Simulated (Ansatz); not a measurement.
FeCo: stable or not

It was relaxed at this level from a cell as deposited in COD.

These are results of DFT PBE, scalar-relativistic, plane waves, PAW in Ansatz 0.2.0, not measurements. Plane waves to 420 eV, a 20×20×20 mesh through Γ for the 2-atom cell and 0.10 eV Gaussian smearing; collinear spin.

```
Fe Co
1.0
     2.84475    0.00000    0.00000
     0.00000    2.84475    0.00000
     0.00000    0.00000    2.84475
Fe Co
1 1
Direct
  0.50000 0.50000 0.50000
  0.00000 0.00000 0.00000
```

Formation energies are uncorrected and refer to the elements' standard structures at the same level.

Problem. These tests were run: energy against the elements; phonons at Γ. What do they show?

Solution.

```csv
test,result
energy against the elements,−0.07 eV/atom
phonons at Γ,lowest optical mode 245 cm⁻¹
```

It fails none of these tests. Competing phases weren't compared here. Phonons away from Γ weren't computed.

Another magnetic order may lie lower. The run for the phonons used a 20×20×20 k mesh and Gaussian smearing of 0.20 eV. The cell carries site moments Fe -2.8; Co -1.8 μB.
